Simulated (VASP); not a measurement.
Runs of VASP 6.6.1 on CdS (Greenockite). It takes space group P6_3mc (No. 186, hexagonal). Conventional cell: a = 4.129 Å, b = 4.129 Å, c = 6.732 Å, α = 90.00°, β = 90.00°, γ = 120.00°. Around Cd (site symmetry 3m) lie 4 S at 2.53 Å. S (site symmetry 3m) has 4 Cd at 2.53 Å as nearest neighbours. 

```csv
task,level,cell,k mesh,cutoff (eV),grid for exact exchange (PRECFOCK),exchange at q = 0,share of exact exchange,screening parameter,gap on the mesh (eV),pressure (GPa)
relaxation of cell and atoms,PBEsol,relaxed,9 × 9 × 4,600,-,-,-,-,(b),0.0
band structure,PBE0,as given,6 × 6 × 3,520,Fast,truncated,-,-,2.90,1.8
band structure,PBE-EpsX,as given,6 × 6 × 3,520,Fast,truncated,0.1617,-,(a),2.2
band structure,HSE06,as given,6 × 6 × 3,520,Fast,-,-,0.2 1/A,2.27,1.9
```

Alike in all rows: potentials or basis VASP PAW PBE potentials, release 64 (Cd, S); no spin polarisation; smearing gaussian 0.03 eV.

Task: Fill in the values left out.

Result: (a) 2.29; (b) 1.08.

Caveats: the PAW data sets were made with another functional, which shifts forces and pressure a little.

A k mesh can miss the band edges, and the runs leave out spin-orbit coupling on Cd.

Runs at the PBE level aren't shown here.
